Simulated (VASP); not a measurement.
# MoS2 in VASP: further runs

The runs below take MoS2 through single point, with PBE+D3(BJ).

Everything below comes from runs of VASP 6.6.1. Logs are shortened: lines on timing, memory, paths and dates and some standing lists are left out, and cuts for length are marked.

### 1 The sheet as given

The cell holds a sheet with vacuum, 6 atoms: a = 3.152 Å, b = 3.152 Å, c = 24.320 Å, α = 90.00°, β = 90.00°, γ = 120.00°.

The cell was built by a generator and needn't be a form met in nature.

### 2 Single point, PBE+D3(BJ)

INCAR reads:

```
PREC = Accurate
ENCUT = 520
EDIFF = 1E-6
ISMEAR = 0
SIGMA = 0.01
LREAL = F
LASPH = T
NELM = 100
ALGO = Fast
ISIF = 2
LWAVE = F
LCHARG = T
GGA = PE
IVDW = 12
LELF = T
LVHAR = T
NBANDS = 35
```

KPOINTS reads:

```
regular mesh
0
Gamma
  12 12 1
```

POSCAR reads:

```
MoS2
1.0
    3.1516452553      0.0000000000      0.0000000000
   -1.5758226276      2.7294048548      0.0000000000
    0.0000000000      0.0000000000     24.3200000000
S Mo
4 2
Direct
    0.3333333333      0.6666666667      0.3109390820
    0.3333333333      0.6666666667      0.4397916254
    0.6666666667      0.3333333333      0.5602083746
    0.6666666667      0.3333333333      0.6890609180
    0.6666666667      0.3333333333      0.3753983781
    0.3333333333      0.6666666667      0.6246016219
```

Potentials or basis: VASP PAW PBE potentials, release 64 (S, Mo_sv).

Launch:

```sh
$ cat potpaw_PBE.64/S/POTCAR potpaw_PBE.64/Mo_sv/POTCAR > POTCAR
$ mpirun -np 1 vasp_std > vasp.out
```

OUTCAR:

```text
PREC = Accurate
   ENCUT = 520
   EDIFF = 1E-6
   ISMEAR = 0
   LREAL = F
   LASPH = T
   NELM = 100
   ISIF = 2
   GGA = PE
   IVDW = 12
 IVDW          = 12

 ion  position               nearest neighbor table
   1  0.333  0.667  0.311-   5 2.40   5 2.40   5 2.40
   2  0.333  0.667  0.440-   5 2.40   5 2.40   5 2.40
   3  0.667  0.333  0.560-   6 2.40   6 2.40   6 2.40
   4  0.667  0.333  0.689-   6 2.40   6 2.40   6 2.40
   5  0.667  0.333  0.375-   2 2.40   2 2.40   2 2.40   1 2.40   1 2.40   1 2.40
   6  0.333  0.667  0.625-   3 2.40   3 2.40   3 2.40   4 2.40   4 2.40   4 2.40

  LATTYP: Found a hexagonal cell.
 ALAT       =     3.1516452553
 C/A-ratio  =     7.7166045129

  Lattice vectors:

 A1 = (   3.1516452553,   0.0000000000,   0.0000000000)
 A2 = (  -1.5758226276,   2.7294048548,   0.0000000000)
 A3 = (   0.0000000000,   0.0000000000,  24.3200000000)

Analysis of symmetry for initial positions (statically):
=====================================================================
 Subroutine PRICEL returns:
 Original cell was already a primitive cell.

 Routine SETGRP: Setting up the symmetry group for a
 hexagonal supercell.

 Subroutine GETGRP returns: Found 12 space group operations
 (whereof 12 operations were pure point group operations)
 out of a pool of 24 trial point group operations.

The static configuration has the point symmetry D_3d.

Analysis of symmetry for dynamics (positions and initial velocities):
=====================================================================
 Subroutine PRICEL returns:
 Original cell was already a primitive cell.

 Routine SETGRP: Setting up the symmetry group for a
 hexagonal supercell.

 Subroutine GETGRP returns: Found 12 space group operations
 (whereof 12 operations were pure point group operations)
 out of a pool of 24 trial point group operations.

The dynamic configuration has the point symmetry D_3d.

 Subroutine INISYM returns: Found 12 space group operations
 (whereof 12 operations are pure point group operations),
 and found     1 'primitive' translations

----------------------------------------------------------------------------------------

                                     Primitive cell

  volume of cell :     209.2035

  direct lattice vectors                    reciprocal lattice vectors
     3.151645255  0.000000000  0.000000000     0.317294593  0.183190119  0.000000000
    -1.575822628  2.729404855  0.000000000     0.000000000  0.366380238  0.000000000
     0.000000000  0.000000000 24.320000000     0.000000000  0.000000000  0.041118421

  length of vectors
     3.151645255  3.151645255 24.320000000     0.366380238  0.366380238  0.041118421

  position of ions in fractional coordinates (direct lattice)
     0.333333333  0.666666667  0.310939082
     0.333333333  0.666666667  0.439791625
     0.666666667  0.333333333  0.560208375
     0.666666667  0.333333333  0.689060918
     0.666666667  0.333333333  0.375398378
     0.333333333  0.666666667  0.624601622

  ion indices of the primitive-cell ions
   primitive index   ion index
                 1           1
                 2           2
                 3           3
                 4           4
                 5           5
                 6           6

----------------------------------------------------------------------------------------

 KPOINTS: regular mesh

Automatic generation of k-mesh.
 Grid dimensions read from file:
 generate k-points for:   12   12    1

 Generating k-lattice:

  Cartesian coordinates                     Fractional coordinates (reciprocal lattice)
     0.026441216  0.015265843  0.000000000     0.083333333  0.000000000  0.000000000
     0.000000000  0.030531686  0.000000000     0.000000000  0.083333333  0.000000000
     0.000000000  0.000000000  0.041118421     0.000000000  0.000000000  1.000000000

  Length of vectors
     0.030531686  0.030531686  0.041118421

  Shift w.r.t. Gamma in fractional coordinates (k-lattice)
     0.000000000  0.000000000  0.000000000

 Subroutine IBZKPT returns following result:
 ===========================================

 Found     19 irreducible k-points:

 Following reciprocal coordinates:
            Coordinates               Weight
  0.000000  0.000000  0.000000      1.000000
  0.083333  0.000000  0.000000      6.000000
  0.166667 -0.000000  0.000000      6.000000
  0.250000 -0.000000  0.000000      6.000000
  0.333333  0.000000  0.000000      6.000000
  0.416667  0.000000  0.000000      6.000000
[... 11 lines left out ...]
  0.333333  0.250000  0.000000     12.000000
  0.333333  0.333333  0.000000      2.000000
   k-points           NKPTS =     19   k-points in BZ     NKDIM =     19   number of bands    NBANDS=     35
   number of dos      NEDOS =    301   number of ions     NIONS =      6
   total plane-waves  NPLWV = 110592
   dimension x,y,z NGX =    24 NGY =   24 NGZ =  192
   dimension x,y,z NGXF=    48 NGYF=   48 NGZF=  384
   ions per type =               4   2
   NGX,Y,Z   is equivalent  to a cutoff of  12.66, 12.66, 13.12 a.u.
   NGXF,Y,Z  is equivalent  to a cutoff of  25.32, 25.32, 26.25 a.u.
 SYSTEM =  unknown system
   PREC   = accura    normal or accurate (medium, high low for compatibility)
   ISTART =      0    job   : 0-new  1-cont  2-samecut
   ICHARG =      2    charge: 1-file 2-atom 10-const
   ISPIN  =      1    spin polarized calculation?
   LNONCOLLINEAR =      F non collinear calculations
   LSORBIT =      F    spin-orbit coupling
   LASPH  =      T    aspherical Exc in radial PAW
   ENCUT  =  520.0 eV  38.22 Ry    6.18 a.u.   5.86  5.86 45.22*2*pi/ulx,y,z
   NELM   =    100;   NELMIN=  2; NELMDL= -5     # of ELM steps
   EDIFF  = 0.1E-05   stopping-criterion for ELM
   LREAL  =      F    real-space projection
   EDIFFG = 0.1E-04   stopping-criterion for IOM
   NSW    =      0    number of steps for IOM
   IBRION =     -1    ionic relax: 0-MD 1-quasi-New 2-CG
   NFREE  =      0    steps in history (QN), initial steepest desc. (CG)
   ISIF   =      2    stress and relaxation
   ISYM   =      2    0-nonsym 1-usesym 2-fastsym
   POTIM  = 0.5000    time-step for ionic-motion
   TEBEG  =    0.0;   TEEND  =   0.0 temperature during run
   PSTRESS=    0.0 pullay stress
   NELECT =      52.0000    total number of electrons
   NUPDOWN=      -1.0000    fix difference up-down
   EMIN   =  10.00;   EMAX   =-10.00  energy-range for DOS
   EFERMI =   0.00;   METHOD = LEGACY
   ISMEAR =     0;   SIGMA  =   0.01  broadening in eV -4-tet -1-fermi 0-gaus
   EFERMI_NEDOS =   21; number of points for ismear=-14 and -15
   IALGO  =     68    algorithm
   IMIX   =      4    mixing-type and parameters
     AMIX     =   0.40;   BMIX     =  1.00
     AMIX_MAG =   1.60;   BMIX_MAG =  1.00
  volume/ion in A,a.u.               =      34.87       235.30
  Fermi-wavevector in a.u.,A,eV,Ry     =   1.029326  1.945144 14.415539  1.059512
  Thomas-Fermi vector in A             =   2.163368
   LORBIT       =      0    0 simple, 1 ext, 2 COOP (PROOUT), +10 PAW based schemes
   GGA     = PE    functional components
   LHFCALC =     F    Hartree Fock is set to
   AEXX    =    0.0000 exact exchange contribution
   IVDW    =    12    specifies the selected vdW correction
   LEPSILON=     F    determine dielectric tensor
   LRPA    =     F    only Hartree local field effects (RPA)
 non-spin polarized calculation
 RMM-DIIS sequential band-by-band and
 Gauss-broadening in eV      SIGMA  =   0.01
  energy-cutoff  :      520.00
  volume of cell :      209.20
 maximum number of plane-waves:      5660
 NGX is ok and might be reduce to    24
   NGX = 11   NGY = 11   NGZ = 91

 number of electron      52.0000000 magnetization

 Free energy of the ion-electron system (eV)
  ---------------------------------------------------
  ext. energy  EPLUGINS =         0.00000000
  ---------------------------------------------------
  free energy    TOTEN  =       -43.62089685 eV

  energy without entropy =      -43.62089685  energy(sigma->0) =      -43.62089685

 E-fermi :   1.3204     XC(G=0):  -5.9117

 val. band max:        1.1031613006   @ k =   0.0000   0.0000   0.0000
 cond. band min:       2.3291539779   @ k =   0.1667   0.1667   0.0000
 fundamental gap:      1.2259926773
 Fermi energy:         1.3204407582

 k-point     1 :       0.0000    0.0000    0.0000
  band No.  band energies     occupation
      1     -60.2091      2.00000
      2     -60.2091      2.00000
      3     -34.3709      2.00000
      4     -34.3708      2.00000
      5     -34.1308      2.00000
      6     -34.1308      2.00000
[... 27 lines left out ...]
     34       3.7406      0.00000
     35       6.1117      0.00000

 k-point     2 :       0.0833    0.0000    0.0000
  band No.  band energies     occupation
      1     -60.2063      2.00000
      2     -60.2063      2.00000
      3     -34.3653      2.00000
      4     -34.3653      2.00000
      5     -34.1591      2.00000
      6     -34.1591      2.00000
[... 27 lines left out ...]
     34       3.6733      0.00000
     35       6.3169      0.00000

 k-point     3 :       0.1667   -0.0000    0.0000
  band No.  band energies     occupation
      1     -60.1985      2.00000
      2     -60.1985      2.00000
      3     -34.3502      2.00000
      4     -34.3501      2.00000
      5     -34.2356      2.00000
      6     -34.2356      2.00000
[... 27 lines left out ...]
     34       4.0980      0.00000
     35       6.6200      0.00000
[... 533 lines left out ...]
 k-point    18 :       0.3333    0.2500    0.0000
  band No.  band energies     occupation
      1     -60.1625      2.00000
      2     -60.1625      2.00000
      3     -34.4698      2.00000
      4     -34.4698      2.00000
      5     -34.3447      2.00000
      6     -34.3447      2.00000
[... 27 lines left out ...]
     34       5.6092      0.00000
     35       7.6830      0.00000

 k-point    19 :       0.3333    0.3333    0.0000
  band No.  band energies     occupation
      1     -60.1611      2.00000
      2     -60.1611      2.00000
      3     -34.4388      2.00000
      4     -34.4388      2.00000
      5     -34.3929      2.00000
      6     -34.3928      2.00000
[... 27 lines left out ...]
     34       5.6156      0.00000
     35       7.5269      0.00000

------------------------ aborting loop because EDIFF is reached ----------------------------------------

 Edisp (eV)   -2.25503

 E8    (eV) :    -0.9412

  FORCE on cell =-STRESS in cart. coord.  units (eV):
  Direction    XX          YY          ZZ          XY          YZ          ZX
  --------------------------------------------------------------------------------------
  -------------------------------------------------------------------------------------
  Total      -0.07363    -0.07363    -0.13426    -0.00000     0.00000    -0.00000
  in kB      -0.56386    -0.56386    -1.02820    -0.00000     0.00000    -0.00000
  external pressure =       -0.72 kB  Pullay stress =        0.00 kB

 VOLUME and BASIS-vectors are now :
 -----------------------------------------------------------------------------
  energy-cutoff  :      520.00
  volume of cell :      209.20
      direct lattice vectors                 reciprocal lattice vectors
     3.151645255  0.000000000  0.000000000     0.317294593  0.183190119  0.000000000
    -1.575822628  2.729404855  0.000000000     0.000000000  0.366380238  0.000000000
     0.000000000  0.000000000 24.320000000     0.000000000  0.000000000  0.041118421

 POSITION                                       TOTAL-FORCE (eV/Angst)
 -----------------------------------------------------------------------------------
     -0.00000      1.81960      7.56204         0.000000      0.000000      0.013260
     -0.00000      1.81960     10.69573        -0.000000      0.000000     -0.012628
      1.57582      0.90980     13.62427         0.000000     -0.000000      0.012628
      1.57582      0.90980     16.75796        -0.000000      0.000000     -0.013260
      1.57582      0.90980      9.12969         0.000000     -0.000000     -0.001598
     -0.00000      1.81960     15.19031        -0.000000      0.000000      0.001598
 -----------------------------------------------------------------------------------
    total drift:                               -0.000000     -0.000000      0.000000

  FREE ENERGIE OF THE ION-ELECTRON SYSTEM (eV)
  ---------------------------------------------------
  free  energy   TOTEN  =       -45.8759223855 eV

  energy  without entropy=      -45.8759223855  energy(sigma->0) =      -45.87592239
```

It took 4.5 min on 1 thread of Intel Xeon Platinum 8488C (Sapphire Rapids), shared host; peak memory 0.38 GiB.

What came out:

```
Free energy                : -45.8759 eV
Largest force              : 0.013 eV/Å
Band gap on the k mesh     : 1.23 eV, indirect (least direct gap 1.75 eV)
Dispersion energy per atom : -0.376 eV
```

Forces in eV/Å, atoms in the order of the input:
```
S    0.000  0.000  0.013
S    0.000  0.000 -0.013
S    0.000  0.000  0.013
S    0.000  0.000 -0.013
Mo   0.000  0.000 -0.002
Mo   0.000  0.000  0.002
```

[end of part 1 of 2]
